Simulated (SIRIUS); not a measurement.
# Rh (Fm-3m) in SIRIUS: equation of state, part 2 of 3

SIRIUS 7.12.0. Earlier steps stand in the parts before.

### Step 3. Equation of state, PBEsol, 13.12 Å³/atom (volume scaled by 0.96)

File sirius.json:

```json
{
  "control": {
    "processing_unit": "cpu",
    "std_evp_solver_name": "lapack",
    "gen_evp_solver_name": "lapack",
    "verbosity": 2,
    "print_forces": false,
    "ortho_rf": true,
    "use_second_variation": true,
    "rmt_max": 3.0,
    "num_bands_to_print": 17,
    "save_wf": true
  },
  "parameters": {
    "electronic_structure_method": "full_potential_lapwlo",
    "xc_functionals": ["XC_GGA_X_PBE_SOL", "XC_GGA_C_PBE_SOL"],
    "core_relativity": "dirac",
    "valence_relativity": "iora",
    "num_fv_states": 17,
    "smearing": "fermi_dirac",
    "smearing_width": 0.0018374661,
    "pw_cutoff": 20,
    "gk_cutoff": 3.61,
    "lmax_apw": 10,
    "lmax_rho": 8,
    "lmax_pot": 8,
    "num_mag_dims": 0,
    "auto_rmt": 0,
    "ngridk": [12, 12, 12],
    "shiftk": [0, 0, 0],
    "num_dft_iter": 80,
    "energy_tol": 1e-07,
    "density_tol": 1e-05,
    "use_symmetry": true
  },
  "settings": {"tol_ne": 1e-10},
  "iterative_solver": {"type": "exact"},
  "mixer": {"type": "anderson", "beta": 0.5, "max_history": 8},
  "unit_cell": {
    "lattice_vectors": [[0.0, 3.5379456929, 3.5379456929], [3.5379456929, 0.0, 3.5379456929], [3.5379456929, 3.5379456929, 0.0]],
    "atom_types": ["Rh"],
    "atom_files": {"Rh": "Rh.json"},
    "atoms": {"Rh": [[0.0, 0.0, 0.0]]}
  }
}
```

File Rh.json:

```json
{
  "name": "rhodium",
  "symbol": "Rh",
  "number": 45,
  "mass": 102.9055,
  "rmin": 1e-06,
  "rmt": 2.44,
  "nrmt": 800,
  "rinf": 15.89,
  "core": "1s2s2p3s3p3d",
  "valence": [
    {"basis": [{"enu": 0.23, "dme": 0, "n": 0, "auto": 0}, {"enu": 0.23, "dme": 1, "n": 0, "auto": 0}]},
    {"l": 0, "n": 1, "basis": [{"enu": 0.33, "dme": 0, "n": 0, "auto": 0}]},
    {"l": 1, "n": 2, "basis": [{"enu": 0.33, "dme": 0, "n": 0, "auto": 0}]},
    {"l": 2, "n": 3, "basis": [{"enu": 0.33, "dme": 0, "n": 0, "auto": 0}]},
    {"l": 3, "n": 4, "basis": [{"enu": 0.33, "dme": 0, "n": 0, "auto": 0}]}
  ],
  "lo": [
    {"l": 0, "basis": [{"enu": 0.33, "dme": 0, "n": 0, "auto": 0}, {"enu": 0.33, "dme": 1, "n": 0, "auto": 0}]},
    {
      "l": 0,
      "basis": [{"enu": -2.5264, "dme": 0, "n": 4, "auto": 1}, {"enu": -2.5264, "dme": 1, "n": 4, "auto": 1}]
    },
    {
      "l": 0,
      "basis": [{"enu": -2.5264, "dme": 1, "n": 4, "auto": 1}, {"enu": 0.33, "dme": 0, "n": 0, "auto": 0}]
    },
    {"l": 0, "basis": [{"enu": 0.33, "dme": 0, "n": 0, "auto": 0}, {"enu": 3.0174, "dme": 0, "n": 0, "auto": 0}]},
    {"l": 1, "basis": [{"enu": 0.33, "dme": 0, "n": 0, "auto": 0}, {"enu": 0.33, "dme": 1, "n": 0, "auto": 0}]},
    {
      "l": 1,
      "basis": [{"enu": -1.3562, "dme": 0, "n": 4, "auto": 1}, {"enu": -1.3562, "dme": 1, "n": 4, "auto": 1}]
    },
    {
      "l": 1,
      "basis": [{"enu": -1.3562, "dme": 1, "n": 4, "auto": 1}, {"enu": 0.33, "dme": 0, "n": 0, "auto": 0}]
    },
    {"l": 1, "basis": [{"enu": 0.33, "dme": 0, "n": 0, "auto": 0}, {"enu": 3.4206, "dme": 0, "n": 0, "auto": 0}]},
    {"l": 2, "basis": [{"enu": 0.33, "dme": 0, "n": 0, "auto": 0}, {"enu": 0.33, "dme": 1, "n": 0, "auto": 0}]},
    {"l": 2, "basis": [{"enu": 0.33, "dme": 1, "n": 0, "auto": 0}, {"enu": 0.33, "dme": 2, "n": 0, "auto": 0}]},
    {"l": 2, "basis": [{"enu": 0.33, "dme": 0, "n": 0, "auto": 0}, {"enu": 2.9503, "dme": 0, "n": 0, "auto": 0}]},
    {"l": 3, "basis": [{"enu": 0.33, "dme": 0, "n": 0, "auto": 0}, {"enu": 0.33, "dme": 1, "n": 0, "auto": 0}]},
    {"l": 3, "basis": [{"enu": 0.33, "dme": 0, "n": 0, "auto": 0}, {"enu": 3.2526, "dme": 0, "n": 0, "auto": 0}]}
  ],
  "free_atom": [... radial grid and density of the free atom, the start of the SCF ...]
}
```

File sirius_start.json:

```json
{
  "control": {
    "processing_unit": "cpu",
    "std_evp_solver_name": "lapack",
    "gen_evp_solver_name": "lapack",
    "verbosity": 1,
    "print_forces": false,
    "ortho_rf": true,
    "use_second_variation": true,
    "rmt_max": 3.0,
    "num_bands_to_print": 17,
    "save_wf": false
  },
  "parameters": {
    "electronic_structure_method": "full_potential_lapwlo",
    "xc_functionals": ["XC_LDA_X", "XC_LDA_C_PW"],
    "core_relativity": "dirac",
    "valence_relativity": "iora",
    "num_fv_states": 17,
    "smearing": "fermi_dirac",
    "smearing_width": 0.0055123983,
    "pw_cutoff": 20,
    "gk_cutoff": 2.89,
    "lmax_apw": 10,
    "lmax_rho": 8,
    "lmax_pot": 8,
    "num_mag_dims": 0,
    "auto_rmt": 0,
    "ngridk": [5, 5, 5],
    "shiftk": [0, 0, 0],
    "num_dft_iter": 30,
    "energy_tol": 0.01,
    "density_tol": 0.05,
    "use_symmetry": true
  },
  "settings": {"tol_ne": 1e-10},
  "iterative_solver": {"type": "exact"},
  "mixer": {"type": "anderson", "beta": 0.5, "max_history": 8},
  "unit_cell": {
    "lattice_vectors": [[0.0, 3.5379456929, 3.5379456929], [3.5379456929, 0.0, 3.5379456929], [3.5379456929, 3.5379456929, 0.0]],
    "atom_types": ["Rh"],
    "atom_files": {"Rh": "Rh.json"},
    "atoms": {"Rh": [[0.0, 0.0, 0.0]]}
  }
}
```

Potentials or basis: all-electron FP-LAPW, apw+lo standard.

Run with:

```
OMP_NUM_THREADS=1 sirius.scf --input=sirius_start.json --output=start.json
OMP_NUM_THREADS=1 sirius.scf --input=sirius.json --output=output.json --task=1
```

It took 20 s on 1 thread of Arm Neoverse V2, shared host; peak memory 0.29 GiB.

It converged, with:

- Free energy: -130149.6759 eV
- Band gap on the k mesh: none (metal or under the smearing width)
- All electrons inside the program's atomic spheres: Rh 43.78 (radii Rh 2.44 bohr)

### Step 4. Equation of state, PBEsol, 13.40 Å³/atom (volume scaled by 0.98)

Edit sirius.json of step 3 so:

```diff
@@ -39,3 +39,3 @@
   "unit_cell": {
-    "lattice_vectors": [[0.0, 3.5379456929, 3.5379456929], [3.5379456929, 0.0, 3.5379456929], [3.5379456929, 3.5379456929, 0.0]],
+    "lattice_vectors": [[0.0, 3.5623460895, 3.5623460895], [3.5623460895, 0.0, 3.5623460895], [3.5623460895, 3.5623460895, 0.0]],
     "atom_types": ["Rh"],
```

File Rh.json:

```json
{
  "name": "rhodium",
  "symbol": "Rh",
  "number": 45,
  "mass": 102.9055,
  "rmin": 1e-06,
  "rmt": 2.44,
  "nrmt": 800,
  "rinf": 15.89,
  "core": "1s2s2p3s3p3d",
  "valence": [
    {"basis": [{"enu": 0.22, "dme": 0, "n": 0, "auto": 0}, {"enu": 0.22, "dme": 1, "n": 0, "auto": 0}]},
    {"l": 0, "n": 1, "basis": [{"enu": 0.32, "dme": 0, "n": 0, "auto": 0}]},
    {"l": 1, "n": 2, "basis": [{"enu": 0.32, "dme": 0, "n": 0, "auto": 0}]},
    {"l": 2, "n": 3, "basis": [{"enu": 0.32, "dme": 0, "n": 0, "auto": 0}]},
    {"l": 3, "n": 4, "basis": [{"enu": 0.32, "dme": 0, "n": 0, "auto": 0}]}
  ],
  "lo": [
    {"l": 0, "basis": [{"enu": 0.32, "dme": 0, "n": 0, "auto": 0}, {"enu": 0.32, "dme": 1, "n": 0, "auto": 0}]},
    {
      "l": 0,
      "basis": [{"enu": -2.5364, "dme": 0, "n": 4, "auto": 1}, {"enu": -2.5364, "dme": 1, "n": 4, "auto": 1}]
    },
    {
      "l": 0,
      "basis": [{"enu": -2.5364, "dme": 1, "n": 4, "auto": 1}, {"enu": 0.32, "dme": 0, "n": 0, "auto": 0}]
    },
    {"l": 0, "basis": [{"enu": 0.32, "dme": 0, "n": 0, "auto": 0}, {"enu": 3.0074, "dme": 0, "n": 0, "auto": 0}]},
    {"l": 1, "basis": [{"enu": 0.32, "dme": 0, "n": 0, "auto": 0}, {"enu": 0.32, "dme": 1, "n": 0, "auto": 0}]},
    {
      "l": 1,
      "basis": [{"enu": -1.3662, "dme": 0, "n": 4, "auto": 1}, {"enu": -1.3662, "dme": 1, "n": 4, "auto": 1}]
    },
    {
      "l": 1,
      "basis": [{"enu": -1.3662, "dme": 1, "n": 4, "auto": 1}, {"enu": 0.32, "dme": 0, "n": 0, "auto": 0}]
    },
    {"l": 1, "basis": [{"enu": 0.32, "dme": 0, "n": 0, "auto": 0}, {"enu": 3.4106, "dme": 0, "n": 0, "auto": 0}]},
    {"l": 2, "basis": [{"enu": 0.32, "dme": 0, "n": 0, "auto": 0}, {"enu": 0.32, "dme": 1, "n": 0, "auto": 0}]},
    {"l": 2, "basis": [{"enu": 0.32, "dme": 1, "n": 0, "auto": 0}, {"enu": 0.32, "dme": 2, "n": 0, "auto": 0}]},
    {"l": 2, "basis": [{"enu": 0.32, "dme": 0, "n": 0, "auto": 0}, {"enu": 2.9403, "dme": 0, "n": 0, "auto": 0}]},
    {"l": 3, "basis": [{"enu": 0.32, "dme": 0, "n": 0, "auto": 0}, {"enu": 0.32, "dme": 1, "n": 0, "auto": 0}]},
    {"l": 3, "basis": [{"enu": 0.32, "dme": 0, "n": 0, "auto": 0}, {"enu": 3.2426, "dme": 0, "n": 0, "auto": 0}]}
  ],
  "free_atom": [... radial grid and density of the free atom, the start of the SCF ...]
}
```

Edit sirius_start.json of step 3 so:

```diff
@@ -39,3 +39,3 @@
   "unit_cell": {
-    "lattice_vectors": [[0.0, 3.5379456929, 3.5379456929], [3.5379456929, 0.0, 3.5379456929], [3.5379456929, 3.5379456929, 0.0]],
+    "lattice_vectors": [[0.0, 3.5623460895, 3.5623460895], [3.5623460895, 0.0, 3.5623460895], [3.5623460895, 3.5623460895, 0.0]],
     "atom_types": ["Rh"],
```

Run with:

```
OMP_NUM_THREADS=1 sirius.scf --input=sirius_start.json --output=start.json
OMP_NUM_THREADS=1 sirius.scf --input=sirius.json --output=output.json --task=1
```

Run time: 20 s. Hardware: 1 thread of Arm Neoverse V2, shared host; peak memory 0.29 GiB.

It converged, with:

| Item | Value |
| --- | --- |
| Free energy | -130149.6844 eV |
| Band gap on the k mesh | none (metal or under the smearing width) |
| All electrons inside the program's atomic spheres | Rh 43.74 (radii Rh 2.44 bohr) |

### Step 5. Equation of state, PBEsol, 13.94 Å³/atom (volume scaled by 1.02)

Edit sirius.json of step 4 so:

```diff
@@ -39,3 +39,3 @@
   "unit_cell": {
-    "lattice_vectors": [[0.0, 3.5623460895, 3.5623460895], [3.5623460895, 0.0, 3.5623460895], [3.5623460895, 3.5623460895, 0.0]],
+    "lattice_vectors": [[0.0, 3.6101685219, 3.6101685219], [3.6101685219, 0.0, 3.6101685219], [3.6101685219, 3.6101685219, 0.0]],
     "atom_types": ["Rh"],
```

File Rh.json:

```json
{
  "name": "rhodium",
  "symbol": "Rh",
  "number": 45,
  "mass": 102.9055,
  "rmin": 1e-06,
  "rmt": 2.44,
  "nrmt": 800,
  "rinf": 15.89,
  "core": "1s2s2p3s3p3d",
  "valence": [
    {"basis": [{"enu": 0.19, "dme": 0, "n": 0, "auto": 0}, {"enu": 0.19, "dme": 1, "n": 0, "auto": 0}]},
    {"l": 0, "n": 1, "basis": [{"enu": 0.29, "dme": 0, "n": 0, "auto": 0}]},
    {"l": 1, "n": 2, "basis": [{"enu": 0.29, "dme": 0, "n": 0, "auto": 0}]},
    {"l": 2, "n": 3, "basis": [{"enu": 0.29, "dme": 0, "n": 0, "auto": 0}]},
    {"l": 3, "n": 4, "basis": [{"enu": 0.29, "dme": 0, "n": 0, "auto": 0}]}
  ],
  "lo": [
    {"l": 0, "basis": [{"enu": 0.29, "dme": 0, "n": 0, "auto": 0}, {"enu": 0.29, "dme": 1, "n": 0, "auto": 0}]},
    {
      "l": 0,
      "basis": [{"enu": -2.5664, "dme": 0, "n": 4, "auto": 1}, {"enu": -2.5664, "dme": 1, "n": 4, "auto": 1}]
    },
    {
      "l": 0,
      "basis": [{"enu": -2.5664, "dme": 1, "n": 4, "auto": 1}, {"enu": 0.29, "dme": 0, "n": 0, "auto": 0}]
    },
    {"l": 0, "basis": [{"enu": 0.29, "dme": 0, "n": 0, "auto": 0}, {"enu": 2.9774, "dme": 0, "n": 0, "auto": 0}]},
    {"l": 1, "basis": [{"enu": 0.29, "dme": 0, "n": 0, "auto": 0}, {"enu": 0.29, "dme": 1, "n": 0, "auto": 0}]},
    {
      "l": 1,
      "basis": [{"enu": -1.3962, "dme": 0, "n": 4, "auto": 1}, {"enu": -1.3962, "dme": 1, "n": 4, "auto": 1}]
    },
    {
      "l": 1,
      "basis": [{"enu": -1.3962, "dme": 1, "n": 4, "auto": 1}, {"enu": 0.29, "dme": 0, "n": 0, "auto": 0}]
    },
    {"l": 1, "basis": [{"enu": 0.29, "dme": 0, "n": 0, "auto": 0}, {"enu": 3.3806, "dme": 0, "n": 0, "auto": 0}]},
    {"l": 2, "basis": [{"enu": 0.29, "dme": 0, "n": 0, "auto": 0}, {"enu": 0.29, "dme": 1, "n": 0, "auto": 0}]},
    {"l": 2, "basis": [{"enu": 0.29, "dme": 1, "n": 0, "auto": 0}, {"enu": 0.29, "dme": 2, "n": 0, "auto": 0}]},
    {"l": 2, "basis": [{"enu": 0.29, "dme": 0, "n": 0, "auto": 0}, {"enu": 2.9103, "dme": 0, "n": 0, "auto": 0}]},
    {"l": 3, "basis": [{"enu": 0.29, "dme": 0, "n": 0, "auto": 0}, {"enu": 0.29, "dme": 1, "n": 0, "auto": 0}]},
    {"l": 3, "basis": [{"enu": 0.29, "dme": 0, "n": 0, "auto": 0}, {"enu": 3.2126, "dme": 0, "n": 0, "auto": 0}]}
  ],
  "free_atom": [... radial grid and density of the free atom, the start of the SCF ...]
}
```

Edit sirius_start.json of step 4 so:

```diff
@@ -39,3 +39,3 @@
   "unit_cell": {
-    "lattice_vectors": [[0.0, 3.5623460895, 3.5623460895], [3.5623460895, 0.0, 3.5623460895], [3.5623460895, 3.5623460895, 0.0]],
+    "lattice_vectors": [[0.0, 3.6101685219, 3.6101685219], [3.6101685219, 0.0, 3.6101685219], [3.6101685219, 3.6101685219, 0.0]],
     "atom_types": ["Rh"],
```

Run with:

```
OMP_NUM_THREADS=1 sirius.scf --input=sirius_start.json --output=start.json
OMP_NUM_THREADS=1 sirius.scf --input=sirius.json --output=output.json --task=1
```

It took 20 s on 1 thread of Arm Neoverse V2, shared host; peak memory 0.29 GiB.

The run converged. Its results:

```
Free energy                                       : -130149.6705 eV
Band gap on the k mesh                            : none (metal or under the smearing width)
All electrons inside the program's atomic spheres : Rh 43.66 (radii Rh 2.44 bohr)
```

[end of part 2 of 3]
